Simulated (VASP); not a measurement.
# KCl (Fm-3m) in VASP: further runs

Runs on KCl. Level: PBEsol. Tasks: relaxation of cell and atoms.

Program: VASP 6.6.1. These are calculated values, not measurements. Logs are shortened: lines on timing, memory, paths and dates and some standing lists are left out, and cuts for length are marked.

### 1 The structure

The structure is cubic, space group Fm-3m (No. 225). The conventional cell has a = 6.293 Å, b = 6.293 Å, c = 6.293 Å, α = 90.00°, β = 90.00°, γ = 90.00°. K (site symmetry m-3m) is surrounded by 6 Cl at 3.15 Å. Around Cl (site symmetry m-3m) lie 6 K at 3.15 Å.

### 2 Relaxation of cell and atoms, PBEsol, target pressure 2 GPa, at which the enthalpy is minimised

INCAR reads:

```
SYSTEM = KCl
ALGO = Normal ; EDIFF = 1E-7
EDIFFG = -0.15 ; ENCUT = 520
GGA = PS ; IBRION = 2
ISIF = 3 ; ISMEAR = 0
LASPH = .True. ; LCHARG = .False.
LREAL = .False. ; LWAVE = .False.
NELM = 60 ; NSW = 80
PREC = Accurate ; PSTRESS = 20.0
SIGMA = 0.1
```

KPOINTS reads:

```
k-points
0
Gamma
  12 12 12
  0 0 0
```

POSCAR reads:

```
KCl
1.0
    0.0000000000      3.1464700000      3.1464700000
    3.1464700000      0.0000000000      3.1464700000
    3.1464700000      3.1464700000      0.0000000000
K Cl
1 1
Direct
    0.0000000000      0.0000000000      0.0000000000
    0.5000000000      0.5000000000      0.5000000000
```

Potentials or basis: VASP PAW PBE potentials, release 64 (K_sv, Cl).

Started as:

```console
$ cat potpaw_PBE.64/K_sv/POTCAR potpaw_PBE.64/Cl/POTCAR > POTCAR
$ mpirun -np 1 vasp_std > vasp.out
```

OUTCAR:

```text
SYSTEM = KCl
   EDIFF = 1E-7
   EDIFFG = -0.15
   ENCUT = 520
   GGA = PS
   IBRION = 2
   ISIF = 3
   ISMEAR = 0
   LASPH = .True.
   LREAL = .False.
   NELM = 60
   NSW = 80
   PREC = Accurate
   PSTRESS = 20.0

 ion  position               nearest neighbor table
   1  0.000  0.000  0.000-   2 3.15   2 3.15   2 3.15   2 3.15   2 3.15   2 3.15
   2  0.500  0.500  0.500-   1 3.15   1 3.15   1 3.15   1 3.15   1 3.15   1 3.15

  LATTYP: Found a face centered cubic cell.
 ALAT       =     6.2929400000

  Lattice vectors:

 A1 = (   0.0000000000,   3.1464700000,   3.1464700000)
 A2 = (   3.1464700000,   0.0000000000,   3.1464700000)
 A3 = (   3.1464700000,   3.1464700000,   0.0000000000)

Analysis of symmetry for initial positions (statically):
=====================================================================
 Subroutine PRICEL returns:
 Original cell was already a primitive cell.

 Routine SETGRP: Setting up the symmetry group for a
 face centered cubic supercell.

 Subroutine GETGRP returns: Found 48 space group operations
 (whereof 48 operations were pure point group operations)
 out of a pool of 48 trial point group operations.

The static configuration has the point symmetry O_h .

Analysis of symmetry for dynamics (positions and initial velocities):
=====================================================================
 Subroutine PRICEL returns:
 Original cell was already a primitive cell.

 Routine SETGRP: Setting up the symmetry group for a
 face centered cubic supercell.

 Subroutine GETGRP returns: Found 48 space group operations
 (whereof 48 operations were pure point group operations)
 out of a pool of 48 trial point group operations.

The dynamic configuration has the point symmetry O_h .

 Subroutine INISYM returns: Found 48 space group operations
 (whereof 48 operations are pure point group operations),
 and found     1 'primitive' translations

----------------------------------------------------------------------------------------

                                     Primitive cell

  volume of cell :      62.3018

  direct lattice vectors                    reciprocal lattice vectors
     0.000000000  3.146470000  3.146470000    -0.158908237  0.158908237  0.158908237
     3.146470000  0.000000000  3.146470000     0.158908237 -0.158908237  0.158908237
     3.146470000  3.146470000  0.000000000     0.158908237  0.158908237 -0.158908237

  length of vectors
     4.449780548  4.449780548  4.449780548     0.275237140  0.275237140  0.275237140
[... 103 lines left out ...]
  Fermi-wavevector in a.u.,A,eV,Ry     =   1.040594  1.966437 14.732871  1.082835
  Thomas-Fermi vector in A             =   2.175177
   LORBIT       =      0    0 simple, 1 ext, 2 COOP (PROOUT), +10 PAW based schemes
   GGA     = PS    functional components
   LHFCALC =     F    Hartree Fock is set to
   AEXX    =    0.0000 exact exchange contribution
   IVDW    =     0    specifies the selected vdW correction
   LEPSILON=     F    determine dielectric tensor
   LRPA    =     F    only Hartree local field effects (RPA)
 conjugate gradient relaxation of ions
 non-spin polarized calculation
 Gauss-broadening in eV      SIGMA  =   0.10
  energy-cutoff  :      520.00
  volume of cell :       62.30
 maximum number of plane-waves:      1700
 NGX is ok and might be reduce to    36
   NGX = 17   NGY = 17   NGZ = 17

--------------------------------------- Ionic step        1  -------------------------------------------

 number of electron      16.0000001 magnetization

 Free energy of the ion-electron system (eV)
  ---------------------------------------------------
  ext. energy  EPLUGINS =         0.00000000
  ---------------------------------------------------
  free energy    TOTEN  =        -7.02203520 eV

  energy without entropy =       -7.02203520  energy(sigma->0) =       -7.02203520

------------------------ aborting loop because EDIFF is reached ----------------------------------------

  FORCE on cell =-STRESS in cart. coord.  units (eV):
  Direction    XX          YY          ZZ          XY          YZ          ZX
  --------------------------------------------------------------------------------------
  -------------------------------------------------------------------------------------
  Total       -0.1441312     -0.1441312     -0.1441312     -0.0000000     -0.0000000     -0.0000000
  in kB       -3.7065313     -3.7065313     -3.7065313     -0.0000000     -0.0000000     -0.0000000
  external PRESSURE =     -23.7065313 kB  Pullay stress =      20.0000000 kB
[... 63 lines left out ...]
--------------------------------------- Ionic step        3  -------------------------------------------

 number of electron      15.9999998 magnetization

 Free energy of the ion-electron system (eV)
  ---------------------------------------------------
  ext. energy  EPLUGINS =         0.00000000
  ---------------------------------------------------
  free energy    TOTEN  =        -6.99683652 eV

  energy without entropy =       -6.99683652  energy(sigma->0) =       -6.99683652

 E-fermi :  -0.9903     XC(G=0):  -8.1790

 val. band max:       -1.4612310147   @ k =   0.0000   0.0000   0.0000
 cond. band min:       3.9123261181   @ k =   0.0000   0.0000   0.0000
 fundamental gap:      5.3735571328
 Fermi energy:        -0.9903052778

 k-point     1 :       0.0000    0.0000    0.0000
  band No.  band energies     occupation
      1     -28.2695      2.00000
      2     -13.6844      2.00000
      3     -11.7985      2.00000
      4     -11.7985      2.00000
      5     -11.7985      2.00000
      6      -1.4612      2.00000
      7      -1.4612      2.00000
      8      -1.4612      2.00000
      9       3.9123      0.00000
     10       6.8500      0.00000
     11       6.8500      0.00000
     12       6.8500      0.00000
[... 331 lines left out ...]
 k-point    24 :      -0.4167    0.1667    0.0000
  band No.  band energies     occupation
      1     -28.2487      2.00000
      2     -13.8511      2.00000
      3     -11.8659      2.00000
      4     -11.8211      2.00000
      5     -11.5657      2.00000
      6      -2.5806      2.00000
      7      -1.9260      2.00000
      8      -1.8837      2.00000
      9       6.3963      0.00000
     10       7.1910      0.00000
     11       8.9837      0.00000
     12       9.1861      0.00000

 [... further k-points ...]

------------------------ aborting loop because EDIFF is reached ----------------------------------------

  FORCE on cell =-STRESS in cart. coord.  units (eV):
  Direction    XX          YY          ZZ          XY          YZ          ZX
  --------------------------------------------------------------------------------------
  -------------------------------------------------------------------------------------
  Total        0.6707408      0.6707408      0.6707408      0.0000000     -0.0000000     -0.0000000
  in kB       19.1399397     19.1399397     19.1399397      0.0000000     -0.0000000     -0.0000000
  external PRESSURE =      -0.8600603 kB  Pullay stress =      20.0000000 kB
[... 21 lines left out ...]
  energy  without entropy=       -6.9968365220  energy(sigma->0) =       -6.99683652

  enthalpy is  TOTEN    =        -6.2959557402 eV   P V=        0.7008807818

 reached required accuracy - stopping structural energy minimisation
```

It took 1.9 min on 1 thread of Intel Xeon Platinum 8259CL at 2.50GHz (Skylake/Cascade Lake), shared host; peak memory 0.25 GiB.

Results:

```yaml
Free_energy: -6.9968 eV
Relaxed_volume: 28.07 Å³/atom
Relaxed_cell: a = 4.298 Å, b = 4.298 Å, c = 4.298 Å, α = 60.00°, β = 60.00°, γ = 60.00°
Space_group_after_relaxing_to_0.05_Å: Fm-3m (No. 225)
Energy_change_on_relaxing_the_enthalpy_is_what_falls: +12.6 meV/atom
Ionic_steps: 3
Pressure_after_relaxing: 1.9 GPa
Band_gap_on_the_k_mesh: 5.37 eV, direct
```

The path:
```csv
step,energy change (eV),largest force (eV/Å),pressure (GPa),volume (Å³)
1,0.0000,0.0000,-0.37,62.30
2,0.0065,0.0000,0.98,58.24
3,0.0252,0.0000,1.91,56.15
```

Final structure:
```xyz
2
Lattice="0.0000 3.0392 3.0392 3.0392 0.0000 3.0392 3.0392 3.0392 0.0000" Properties=species:S:1:pos:R:3 pbc="T T T"
K     0.0000    0.0000    0.0000
Cl    3.0392    3.0392    3.0392
```

Levels at points of the mesh, in eV from the valence-band top:
| k point | band 5 | band 6 | band 7 | band 8 | band 9 | band 10 | band 11 | band 12 |
| --- | --- | --- | --- | --- | --- | --- | --- | --- |
| (0.00, 0.00, 0.00) | -10.34 | 0.00 | 0.00 | 0.00 | 5.37 | 8.31 | 8.31 | 8.31 |
| (0.50, 0.00, 0.00) | -10.03 | -1.29 | -0.43 | -0.43 | 7.71 | 8.88 | 10.80 | 10.80 |
| (0.50, 0.50, 0.00) | -10.42 | -0.74 | -0.25 | -0.25 | 6.27 | 8.70 | 10.37 | 10.51 |

Caveat: the cell is relaxed towards a set pressure, so the enthalpy falls and the energy may rise; the PAW data sets were made with another functional, which shifts forces and pressure a little; the relaxation stopped at a loose force limit of 0.15 eV/Å, so its end isn't a converged minimum. Expect the measured gap to be larger: semilocal functionals such as PBEsol lack the derivative discontinuity.

### 3 Relaxation of cell and atoms, PBEsol, target pressure 2 GPa, at which the enthalpy is minimised

This run uses another cell than the first one, of 28.07 Å³/atom, 0.901 times its volume.

INCAR is that of step 2.

KPOINTS is that of step 2.

POSCAR reads:

```
KCl                                     
1.0
   -0.0000000000      3.0392394252      3.0392394252
    3.0392394252     -0.0000000000      3.0392394252
    3.0392394252      3.0392394252     -0.0000000000
  K               Cl            
     1     1
Direct
     0.0000000000000000    0.0000000000000000    0.0000000000000000
     0.5000000000000000    0.5000000000000000    0.5000000000000000
```

Potentials or basis: VASP PAW PBE potentials, release 64 (K_sv, Cl).

Started as:

```console
$ cat potpaw_PBE.64/K_sv/POTCAR potpaw_PBE.64/Cl/POTCAR > POTCAR
$ mpirun -np 1 vasp_std > vasp.out
```

Wall time 26 s (1 thread of Intel Xeon Platinum 8259CL at 2.50GHz (Skylake/Cascade Lake), shared host); peak memory 0.2 GiB.

The run converged. Its results:

```yaml
Free_energy: -6.9955 eV
Pressure_after_relaxing: 1.9 GPa
Band_gap_on_the_k_mesh: 5.37 eV, direct
```

Final structure:
```cif
data_structure
_symmetry_space_group_name_H-M 'P 1'
_symmetry_Int_Tables_number 1
_cell_length_a 4.2981
_cell_length_b 4.2981
_cell_length_c 4.2981
_cell_angle_alpha 60.000
_cell_angle_beta 60.000
_cell_angle_gamma 60.000
_cell_volume 56.15
loop_
_atom_site_label
_atom_site_type_symbol
_atom_site_fract_x
_atom_site_fract_y
_atom_site_fract_z
_atom_site_occupancy
K1 K 0.00000 0.00000 0.00000 1
Cl1 Cl 0.50000 0.50000 0.50000 1
```

Levels at points of the mesh, in eV from the valence-band top:
```csv
k point,band 6,band 7,band 8,band 9,band 10,band 11
"(0.00, 0.00, 0.00)",0.00,0.00,0.00,5.37,8.31,8.31
"(0.50, 0.00, 0.00)",-1.29,-0.43,-0.43,7.71,8.88,10.80
"(0.50, 0.50, 0.00)",-0.74,-0.25,-0.25,6.27,8.70,10.37
```

Caveat: the relaxation stopped at its first step, so nothing moved; the cell is relaxed towards a set pressure, so the enthalpy falls and the energy may rise; the PAW data sets were made with another functional, which shifts forces and pressure a little; the relaxation stopped at a loose force limit of 0.15 eV/Å, so its end isn't a converged minimum. Expect the measured gap to be larger: semilocal functionals such as PBEsol lack the derivative discontinuity.

### 4 Relaxation of cell and atoms, PBEsol, target pressure 2 GPa, at which the enthalpy is minimised

This run uses another cell than the first one, of 28.07 Å³/atom, 0.901 times its volume.

INCAR is that of step 3.

KPOINTS is that of step 3.

POSCAR reads:

```
KCl                                     
1.0
    0.0000000000      3.0392394252      3.0392394252
    3.0392394252      0.0000000000      3.0392394252
    3.0392394252      3.0392394252      0.0000000000
  K               Cl            
     1     1
Direct
     0.0000000000000000    0.0000000000000000    0.0000000000000000
     0.5000000000000000    0.5000000000000000    0.5000000000000000
```

Potentials or basis: VASP PAW PBE potentials, release 64 (K_sv, Cl).

Started as:

```console
$ cat potpaw_PBE.64/K_sv/POTCAR potpaw_PBE.64/Cl/POTCAR > POTCAR
$ mpirun -np 1 vasp_std > vasp.out
```

OUTCAR:

```text
SYSTEM = KCl
   EDIFF = 1E-7
   EDIFFG = -0.15
   ENCUT = 520
   GGA = PS
   IBRION = 2
   ISIF = 3
   ISMEAR = 0
   LASPH = .True.
   LREAL = .False.
   NELM = 60
   NSW = 80
   PREC = Accurate
   PSTRESS = 20.0

 ion  position               nearest neighbor table
   1  0.000  0.000  0.000-   2 3.04   2 3.04   2 3.04   2 3.04   2 3.04   2 3.04
   2  0.500  0.500  0.500-   1 3.04   1 3.04   1 3.04   1 3.04   1 3.04   1 3.04

  LATTYP: Found a face centered cubic cell.
 ALAT       =     6.0784788504

  Lattice vectors:
[... 551 lines left out ...]

  FORCE on cell =-STRESS in cart. coord.  units (eV):
  Direction    XX          YY          ZZ          XY          YZ          ZX
  --------------------------------------------------------------------------------------
  -------------------------------------------------------------------------------------
  Total        0.6645995      0.6645995      0.6645995     -0.0000000     -0.0000000      0.0000000
  in kB       18.9646939     18.9646939     18.9646939     -0.0000000     -0.0000000      0.0000000
  external PRESSURE =      -1.0353061 kB  Pullay stress =      20.0000000 kB

 VOLUME and BASIS-vectors are now :
 -----------------------------------------------------------------------------
  energy-cutoff  :      520.00
  volume of cell :       56.15
      direct lattice vectors                 reciprocal lattice vectors
     0.000000000  3.039239425  3.039239425    -0.164514844  0.164514844  0.164514844
     3.039239425  0.000000000  3.039239425     0.164514844 -0.164514844  0.164514844
     3.039239425  3.039239425  0.000000000     0.164514844  0.164514844 -0.164514844

 POSITION                                       TOTAL-FORCE (eV/Angst)
 -----------------------------------------------------------------------------------
      0.00000      0.00000      0.00000        -0.000000      0.000000      0.000000
      3.03924      3.03924      3.03924         0.000000     -0.000000     -0.000000
 -----------------------------------------------------------------------------------
    total drift:                                0.000000     -0.000000     -0.000000

  FREE ENERGIE OF THE ION-ELECTRON SYSTEM (eV)
  ---------------------------------------------------
  free  energy   TOTEN  =        -6.9954845204 eV

  energy  without entropy=       -6.9954845204  energy(sigma->0) =       -6.99548452

  enthalpy is  TOTEN    =        -6.2946037386 eV   P V=        0.7008807818

 reached required accuracy - stopping structural energy minimisation
```

OSZICAR:

```text
N       E                     dE             d eps       ncg     rms          rms(c)
DAV:   1     0.108023701437E+03    0.10802E+03   -0.74513E+03  1728   0.121E+03
DAV:   2    -0.106163791265E+01   -0.10909E+03   -0.10097E+03  2244   0.283E+02
DAV:   3    -0.702360272529E+01   -0.59620E+01   -0.59321E+01  2228   0.621E+01
DAV:   4    -0.722509959200E+01   -0.20150E+00   -0.20130E+00  2996   0.104E+01
DAV:   5    -0.722637695605E+01   -0.12774E-02   -0.12773E-02  2224   0.899E-01    0.389E+00
DAV:   6    -0.699825610296E+01    0.22812E+00   -0.43428E-01  2088   0.404E+00    0.316E+00
DAV:   7    -0.698592745194E+01    0.12329E-01   -0.10824E-01  2260   0.217E+00    0.175E+00
DAV:   8    -0.699462345321E+01   -0.86960E-02   -0.16412E-02  2400   0.116E+00    0.196E-01
DAV:   9    -0.699498227582E+01   -0.35882E-03   -0.71760E-04  2344   0.182E-01    0.915E-02
DAV:  10    -0.699547290033E+01   -0.49062E-03   -0.47278E-04  2060   0.172E-01    0.145E-02
DAV:  11    -0.699548185766E+01   -0.89573E-05   -0.12787E-05  2356   0.279E-02    0.990E-03
DAV:  12    -0.699548455129E+01   -0.26936E-05   -0.48755E-06  2164   0.166E-02    0.377E-03
DAV:  13    -0.699548452036E+01    0.30933E-07   -0.48007E-07  2248   0.583E-03
   1 F= -.62946037E+01 E0= -.62946037E+01  d E =-.629460E+01
```

CONTCAR:

```text
KCl
   1.00000000000000
     0.0000000000000000    3.0392394251999999    3.0392394251999999
     3.0392394251999999    0.0000000000000000    3.0392394251999999
     3.0392394251999999    3.0392394251999999    0.0000000000000000
  K               Cl
     1     1
Direct
     0.0000000000000000    0.0000000000000000    0.0000000000000000
     0.5000000000000000    0.5000000000000000    0.5000000000000000

  0.00000000E+00  0.00000000E+00  0.00000000E+00
  0.00000000E+00  0.00000000E+00  0.00000000E+00
```

Wall time 27 s (1 thread of Intel Xeon Platinum 8259CL at 2.50GHz (Skylake/Cascade Lake), shared host); peak memory 0.2 GiB.

What came out:

```
Free energy             : -6.9955 eV
Pressure after relaxing : 1.9 GPa
Band gap on the k mesh  : 5.37 eV, direct
```

Final structure:
```
CELL_PARAMETERS angstrom
0.00000 3.03924 3.03924
3.03924 0.00000 3.03924
3.03924 3.03924 0.00000
ATOMIC_POSITIONS crystal
K 0.00000 0.00000 0.00000
Cl 0.50000 0.50000 0.50000
```

Levels at points of the mesh, in eV from the valence-band top:
| k point | band 5 | band 6 | band 7 | band 8 | band 9 | band 10 | band 11 | band 12 |
| --- | --- | --- | --- | --- | --- | --- | --- | --- |
| (0.00, 0.00, 0.00) | -10.34 | 0.00 | 0.00 | 0.00 | 5.37 | 8.31 | 8.31 | 8.31 |
| (0.50, 0.00, 0.00) | -10.03 | -1.29 | -0.43 | -0.43 | 7.71 | 8.88 | 10.80 | 10.80 |
| (0.50, 0.50, 0.00) | -10.42 | -0.74 | -0.25 | -0.25 | 6.27 | 8.70 | 10.37 | 10.51 |

Caveat: the relaxation stopped at its first step, so nothing moved; the cell is relaxed towards a set pressure, so the enthalpy falls and the energy may rise; the PAW data sets were made with another functional, which shifts forces and pressure a little; the relaxation stopped at a loose force limit of 0.15 eV/Å, so its end isn't a converged minimum.

[end of part 1 of 2]
